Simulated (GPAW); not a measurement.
# Ta (P-1) in GPAW: notebook

The runs below take Ta through electron localisation function, single point, with revPBE, PBE+D3(BJ).

All numbers are computed with GPAW 26.7.0; they aren't measurements. Logs are shortened: lines on timing, memory, paths and dates and some standing lists are left out, and cuts for length are marked. The log counts tension as positive stress, the text compression.

### Step 1. The cell of the first run

The typed cell holds 1 atom: a = 2.878 Å, b = 2.876 Å, c = 2.867 Å, α = 107.90°, β = 109.43°, γ = 112.18°.

### Step 2. Electron localisation function, revPBE (cell sheared at random, sigma 0.03, atoms nudged by 0.01 Å)

run.py reads:

```python
from ase.dft.bandgap import bandgap
from ase.io import read, write
from ase.units import Bohr, GPa
from gpaw import GPAW, PW
from gpaw.elf import elf_from_dft_calculation

atoms = read('Ta.xyz')

calc = GPAW(mode=PW(600),
            xc='revPBE',
            kpts={'size': (11, 11, 11), 'gamma': True},
            occupations={'name': 'fermi-dirac', 'width': 0.05},
            setups={'Ta': '5'},
            nbands='150%',
            convergence={'density': 1e-05, 'energy': 1e-05},
            maxiter=150,
            txt='gpaw.txt')
atoms.calc = calc
energy = atoms.get_potential_energy()
forces = atoms.get_forces()
stress = atoms.get_stress()
calc.write('gs.gpw')
write('result.traj', atoms)
print(f'Energy: {energy:.6f} eV')
print('Forces (eV/A):')
print(forces.round(4))
print('Stress (GPa):', (stress / GPa).round(3))
print('Fermi level:', round(calc.get_fermi_level(), 4), 'eV')
print(f'Gap: {bandgap(calc)[0]:.4f} eV, direct: {bandgap(calc, direct=True)[0]:.4f} eV')

# fields on the real-space grid
write('density.cube', atoms, data=calc.get_pseudo_density() * Bohr**3)
write('potential.cube', atoms, data=calc.get_electrostatic_potential())
write('elf.cube', atoms, data=elf_from_dft_calculation(calc).data)
```

Ta.xyz reads:

```xyz
1
Lattice="-1.7138403400 1.6638007000 1.6059510000 1.6932035700 -1.6823021200 1.6038156500 1.6862236500 1.6546854300 -1.6244524300" Properties=species:S:1:pos:R:3 pbc="T T T"
Ta     0.0000000000      0.0000000000      0.0000000000
```

Potentials or basis: the program's PAW data sets (release 1.2.1) made for this functional, other valence, pw.

Run with:

```bash
$ OMP_NUM_THREADS=1 python run.py
```

gpaw.txt:

```text
__  _  _
 | _ |_)|_||  |
 |__||  | ||/\| - 26.7.0

Input parameters:
  mode=PW(ecut=600.0),
  convergence={'density': 1e-05, 'energy': 1e-05},
  kpts=MonkhorstPack(size=(11, 11, 11), gamma=True),
  maxiter=150,
  nbands='150%',
  occupations=Occupations(name='fermi-dirac', width=0.05),
  setups={'Ta': '5'},
  xc=XC(name='revPBE')

Diagonalizing LCAO Hamiltonian
Converting LCAO to pw mode

       Ta

Atoms  # Å, Bohr magnetons
|   | symbol |        x |        y |        z |    initial magnetic moments |
|---|--------|----------|----------|----------|-----------------------------|
| 0 |     Ta | 0.000000 | 0.000000 | 0.000000 | ( 0.0000,  0.0000,  0.0000) |

Unit cell  # Å
| periodic |         x |         y |         z |  lengths |     angles |
|----------|-----------|-----------|-----------|----------|------------|
|      yes | -1.713840 |  1.663801 |  1.605951 | 2.878291 | 107.898674 |
|      yes |  1.693204 | -1.682302 |  1.603816 | 2.875640 | 109.433471 |
|      yes |  1.686224 |  1.654685 | -1.624452 | 2.867086 | 112.184192 |

Number of symmetries: 2
Symmetry operations  # r_c * U_cc + t_c -> r_c
|   | kind |            matrix            |
|---|------|------------------------------|
| 0 |  E   |  1, 0, 0,  0, 1, 0,  0, 0, 1 |
| 1 |  i   | -1, 0, 0,  0,-1, 0,  0, 0,-1 |

BZ-sampling:
  Number of BZ points: 1331
  Number of IBZ points: 666

  Monkhorst-Pack size: [11, 11, 11]
  Monkhorst-Pack shift: [0, 0, 0]

K-points  # in reciprocal-cell coordinates
|     |                                coordinates |     weight |
|-----|--------------------------------------------|------------|
|   0 | (  0.00000000,   0.00000000,   0.00000000) | 0.00075131 |
|   1 | (  0.00000000,   0.00000000,   0.09090909) | 0.00150263 |
|   2 | (  0.00000000,   0.00000000,   0.18181818) | 0.00150263 |
|   3 | (  0.00000000,   0.00000000,   0.27272727) | 0.00150263 |
|   4 | (  0.00000000,   0.00000000,   0.36363636) | 0.00150263 |
|   5 | (  0.00000000,   0.00000000,   0.45454545) | 0.00150263 |
|   6 | (  0.00000000,   0.09090909,  -0.45454545) | 0.00150263 |
|   7 | (  0.00000000,   0.09090909,  -0.36363636) | 0.00150263 |
|   8 | (  0.00000000,   0.09090909,  -0.27272727) | 0.00150263 |
|   9 | (  0.00000000,   0.09090909,  -0.18181818) | 0.00150263 |
| ... |                                            |            |
| 665 | (  0.45454545,   0.45454545,   0.45454545) | 0.00150263 |

Plane wave coefficients: 612
Cutoff: 600.0 eV

Spin-components: 1 (collinear spins)
Bands:           4
Projectors:      6
Spin-degeneracy: 2
Datatype:        complex128

Density:
  Valence electrons: 5.0
  Components: 1
  Grid points: [18 18 18]
  Charge: 0.0  # |e|

Potential:
  Grid points: [18 18 18]

species:
  Ta:
    name:    Tantalum
    Z:       73.0
    valence: 5
    core:    68
    charge:  0.0  # [|e|]
    compensation charges:
      type: gauss
      rc: 0.47  # [Å]
      lmax: 2
    cutoffs:
      filter: 2.63  # [Å]
      core: 3.60  # [Å]
    projectors
    | kind |    occ | energy [eV] | rcut [Å] |
    |------|--------|-------------|----------|
    |   6s |  2.000 |      -5.377 |    1.482 |
    |   6p |  0.000 |      -1.371 |    1.482 |
    |   5d |  3.000 |      -3.553 |    1.482 |
    |    s |        |      21.834 |    1.482 |
    |    p |        |      25.840 |    1.482 |
    |    d |        |      23.658 |    1.482 |

    Using partial waves for Ta as LCAO basis

Reference energy: -424181.745735  # eV

eigensolver:
  PPCG
  Converge bands: occupied
  niter=2

density mixing:
  MSR1-Mixer
  Pratt-step length: 0.05
  Maximum mixing coefficient: 0.75
  Old densities: 10
  SVD Regularization: 0.005
  Good broyden scale: 1.0
  Trust region scale: 1.0
  Backstep threshold: 4.0
  History deletion threshold: 6.0
  Fourier metric: weight=20.0, sigma=0.015

occupation numbers:
  Fermi-Dirac:
    width: 0.0500  # eV

poisson solver:
  ecut: 4800.0  # eV

xc functional:
  name: revPBE with 2 nearest neighbor stencil

convergence criteria:
[... 6 lines left out ...]
|iter     | |      energy | eigst |  dens |
|---------|-|-------------|-------|-------|
|iter:   1| |   -9.291654 | +0.39 |       |
|iter:   2| |   -9.289656 | -1.18 | -0.91 |
|iter:   3| |   -9.245782 | -0.72 | -0.93 |
|iter:   4| |   -9.256036 | -1.70 | -1.84 |
|iter:   5| |   -9.261171 | -1.78 | -2.01 |
|iter:   6| |   -9.261566 | -2.70 | -2.21 |
|iter:   7| |   -9.261613 | -3.63 | -2.93 |
|iter:   8| |   -9.261616 | -4.67 | -3.34 |
|iter:   9| |   -9.261617c| -5.29 | -4.05 |
|iter:  10| |   -9.261617c| -6.14 | -4.48 |
|iter:  11| |   -9.261617c| -6.71 | -4.99 |
|iter:  12| |   -9.261617c| -7.34 | -5.16c|
|iter:  13| |   -9.261617c| -7.71c| -5.44c|

Converged in 13 steps
Energy contributions relative to reference atoms: (reference = -424181.745735)

Energy contributions:
  Kinetic:          12.329265
  Coulomb:         -12.855951
  Zero:              0.222312
  External:          0.000000
  Xc:               -8.952219
  Entropy:          -0.010050
  Spinorbit:         0.000000
  ----------------------------
  Free energy:      -9.266642
  Extrapolated:     -9.261617

dipole moment: (-4.809954, -4.725043, -4.578139)  # |e|*Ang

Fermi level: 10.339
Eigenvalues  # (at kpt = [0.000, 0.000, 0.000])
| band index |      eig [eV] | occ [0-2] |
|------------|---------------|-----------|
|          0 |         2.416 |     2.000 |
|          1 |        10.710 |     0.001 |
|          2 |        11.163 |     0.000 |
|          3 |        11.472 |     0.000 |

No gap
No difference between direct/indirect transitions

Forces  # eV/Ang
|       x |       y |       z |
|---------|---------|---------|
| 0.00000 | 0.00000 | 0.00000 |  # Ta   0

Stress tensor  # eV/Ang^3
|         x |         y |         z |
|-----------|-----------|-----------|
| -0.037365 | -0.010652 | -0.006845 |
| -0.010652 | -0.049310 | -0.005863 |
| -0.006845 | -0.005863 | -0.072404 |

# Writing to gs.gpw (mode='')
```

Run time: 42 s. Hardware: 1 thread of AMD EPYC 9R14 (Zen 4), shared host; peak memory 0.23 GiB.

What came out:

* Free energy: -9.2666 eV
* Pressure: 8.5 GPa
* Band gap on the k mesh: none (metal or under the smearing width)

Stress tensor (GPa, compression positive):
```
 5.99  1.71  1.10
 1.71  7.90  0.94
 1.10  0.94 11.60
```

Levels at points of the mesh, in eV from the Fermi level:
```tsv
k point	band 1	band 2	band 3	band 4
(0.00, 0.00, 0.00)	-7.92	0.37	0.82	1.13
```

Spin-orbit coupling is left out, which matters for the levels of Ta.

### Step 3. Single point, PBE+D3(BJ) (cell sheared at random, sigma 0.03, atoms nudged by 0.01 Å)

run.py reads:

```python
from ase.calculators.mixing import SumCalculator
from ase.dft.bandgap import bandgap
from ase.io import read, write
from dftd3.ase import DFTD3
from gpaw import GPAW

atoms = read('POSCAR')

calc = GPAW(mode='fd',
            h=0.16,
            xc='PBE',
            kpts={'size': (11, 11, 11), 'gamma': True},
            occupations={'name': 'fermi-dirac', 'width': 0.05},
            nbands=15,
            convergence={'density': 1e-05, 'energy': 1e-05},
            maxiter=150,
            txt='gpaw.txt')
atoms.calc = SumCalculator([calc, DFTD3(method='pbe', damping='d3bj')])
energy = atoms.get_potential_energy()
forces = atoms.get_forces()
calc.write('gs.gpw')
write('result.traj', atoms)
print(f'Energy: {energy:.6f} eV')
print('Forces (eV/A):')
print(forces.round(4))
print('Fermi level:', round(calc.get_fermi_level(), 4), 'eV')
print(f'Gap: {bandgap(calc)[0]:.4f} eV, direct: {bandgap(calc, direct=True)[0]:.4f} eV')
```

POSCAR reads:

```
Ta
1.0
   -1.7138403400      1.6638007000      1.6059510000
    1.6932035700     -1.6823021200      1.6038156500
    1.6862236500      1.6546854300     -1.6244524300
Ta
1
Direct
    0.0000000000      0.0000000000      0.0000000000
```

Potentials or basis: GPAW PAW data sets (gpaw-data 1.2.1), fd.

Run with:

```bash
$ OMP_NUM_THREADS=1 python run.py
```

gpaw.txt:

```text
__  _  _
 | _ |_)|_||  |
 |__||  | ||/\| - 26.7.0

Input parameters:
  mode=FD(),
  convergence={'density': 1e-05, 'energy': 1e-05},
  h=0.16,
  kpts=MonkhorstPack(size=(11, 11, 11), gamma=True),
  maxiter=150,
  nbands=15,
  occupations=Occupations(name='fermi-dirac', width=0.05),
  xc=XC(name='PBE')

Diagonalizing LCAO Hamiltonian
Converting LCAO to fd mode

       Ta

Atoms  # Å, Bohr magnetons
|   | symbol |        x |        y |        z |    initial magnetic moments |
|---|--------|----------|----------|----------|-----------------------------|
| 0 |     Ta | 0.000000 | 0.000000 | 0.000000 | ( 0.0000,  0.0000,  0.0000) |

Unit cell  # Å
| periodic |         x |         y |         z |  lengths |     angles |
|----------|-----------|-----------|-----------|----------|------------|
|      yes | -1.713840 |  1.663801 |  1.605951 | 2.878291 | 107.898674 |
|      yes |  1.693204 | -1.682302 |  1.603816 | 2.875640 | 109.433471 |
|      yes |  1.686224 |  1.654685 | -1.624452 | 2.867086 | 112.184192 |

Number of symmetries: 2
Symmetry operations  # r_c * U_cc + t_c -> r_c
|   | kind |            matrix            |
|---|------|------------------------------|
| 0 |  E   |  1, 0, 0,  0, 1, 0,  0, 0, 1 |
| 1 |  i   | -1, 0, 0,  0,-1, 0,  0, 0,-1 |

BZ-sampling:
  Number of BZ points: 1331
  Number of IBZ points: 666

  Monkhorst-Pack size: [11, 11, 11]
  Monkhorst-Pack shift: [0, 0, 0]

K-points  # in reciprocal-cell coordinates
|     |                                coordinates |     weight |
|-----|--------------------------------------------|------------|
|   0 | (  0.00000000,   0.00000000,   0.00000000) | 0.00075131 |
|   1 | (  0.00000000,   0.00000000,   0.09090909) | 0.00150263 |
|   2 | (  0.00000000,   0.00000000,   0.18181818) | 0.00150263 |
|   3 | (  0.00000000,   0.00000000,   0.27272727) | 0.00150263 |
|   4 | (  0.00000000,   0.00000000,   0.36363636) | 0.00150263 |
|   5 | (  0.00000000,   0.00000000,   0.45454545) | 0.00150263 |
|   6 | (  0.00000000,   0.09090909,  -0.45454545) | 0.00150263 |
|   7 | (  0.00000000,   0.09090909,  -0.36363636) | 0.00150263 |
|   8 | (  0.00000000,   0.09090909,  -0.27272727) | 0.00150263 |
|   9 | (  0.00000000,   0.09090909,  -0.18181818) | 0.00150263 |
| ... |                                            |            |
| 665 | (  0.45454545,   0.45454545,   0.45454545) | 0.00150263 |

Uniform wave function grid shape: (np.int64(16), np.int64(16), np.int64(16))
Spin-components: 1 (collinear spins)
Bands:           15
Projectors:      6
Spin-degeneracy: 2
Datatype:        complex128

Density:
  Valence electrons: 13.0
  Components: 1
  Grid points: [16 16 16]
  Charge: 0.0  # |e|

Potential:
  Grid points: [16 16 16]

species:
  Ta:
    name:    Tantalum
    Z:       73.0
    valence: 13
    core:    60
    charge:  0.0  # [|e|]
    compensation charges:
      type: gauss
      rc: 0.42  # [Å]
      lmax: 2
    cutoffs:
      filter: 2.36  # [Å]
      core: 3.45  # [Å]
    projectors
    | kind |    occ | energy [eV] | rcut [Å] |
    |------|--------|-------------|----------|
    |   5s |  2.000 |     -72.790 |    1.365 |
    |   6s |  2.000 |      -5.429 |    1.365 |
    |   5p |  6.000 |     -39.427 |    1.349 |
    |   6p |  0.000 |      -1.396 |    1.349 |
    |   5d |  3.000 |      -3.603 |    1.307 |
    |    d |        |      23.609 |    1.307 |

    Using partial waves for Ta as LCAO basis

Reference energy: -424172.441401  # eV

eigensolver:
  PPCG
  Converge bands: occupied
  niter=2

density mixing:
  MSR1-Mixer
  Pratt-step length: 0.05
  Maximum mixing coefficient: 0.75
  Old densities: 10
  SVD Regularization: 0.005
  Good broyden scale: 1.0
  Trust region scale: 1.0
  Backstep threshold: 4.0
  History deletion threshold: 6.0
  Fourier metric: weight=20.0, sigma=0.015

occupation numbers:
  Fermi-Dirac:
    width: 0.0500  # eV

FastPoissonSolver using
    Stencil: 12*3+1=37 point O(h^6) finite-difference Laplacian
    FFT axes: [np.int64(0), np.int64(1), np.int64(2)]
    FST axes: []

xc functional:
  name: PBE with 2 nearest neighbor stencil
interpolation: tri-quintic # 5. degree polynomial

convergence criteria:
[... 6 lines left out ...]
|iter     | |      energy | eigst |  dens |
|---------|-|-------------|-------|-------|
|iter:   1| |   -9.996062 | +0.37 |       |
|iter:   2| |   -9.979861 | -1.11 | -1.29 |
|iter:   3| |   -9.857729 | -1.37 | -1.32 |
|iter:   4| |   -9.862548 | -2.50 | -1.97 |
|iter:   5| |   -9.864137 | -3.40 | -2.39 |
|iter:   6| |   -9.864142 | -4.67 | -3.62 |
|iter:   7| |   -9.864142c| -5.81 | -4.14 |
|iter:   8| |   -9.864142c| -6.77 | -4.59 |
|iter:   9| |   -9.864142c| -7.82c| -5.52c|

Converged in 9 steps
Energy contributions relative to reference atoms: (reference = -424172.441401)

Energy contributions:
  Kinetic:           8.737153
  Coulomb:          -9.111993
  Zero:             -0.248236
  External:          0.000000
  Xc:               -9.236049
  Entropy:          -0.010035
  Spinorbit:         0.000000
  ----------------------------
  Free energy:      -9.869160
  Extrapolated:     -9.864142

dipole moment: (-5.982667, -5.877054, -5.694333)  # |e|*Ang

Fermi level: 11.824
Eigenvalues  # (at kpt = [0.000, 0.000, 0.000])
| band index |      eig [eV] | occ [0-2] |
|------------|---------------|-----------|
|          0 |       -55.123 |     2.000 |
|          1 |       -21.305 |     2.000 |
|          2 |       -21.283 |     2.000 |
|          3 |       -21.226 |     2.000 |
|          4 |         3.958 |     2.000 |
|          5 |        12.176 |     0.002 |
|          6 |        12.627 |     0.000 |
|          7 |        12.937 |     0.000 |
|          8 |        15.410 |     0.000 |
|          9 |        16.197 |     0.000 |
|         10 |        26.203 |     0.000 |
|         11 |        26.654 |     0.000 |
|         12 |        27.267 |     0.000 |
|        ... |               |           |
|         14 |        38.430 |     0.000 |

No gap
No difference between direct/indirect transitions

Forces  # eV/Ang
|       x |       y |       z |
|---------|---------|---------|
| 0.00000 | 0.00000 | 0.00000 |  # Ta   0

# Writing to gs.gpw (mode='')
```

It took 5.5 min on 1 thread of AMD EPYC 9R14 (Zen 4), shared host; peak memory 2 GiB.

What came out:

| Quantity | Value |
| --- | --- |
| Free energy | -10.5314 eV |
| Band gap on the k mesh | none (metal or under the smearing width) |
| Dispersion energy per atom | -0.662 eV |

Caveat: the real-space grid adds noise to forces; pairwise dispersion overbinds metals, which lowers pressure and volume.
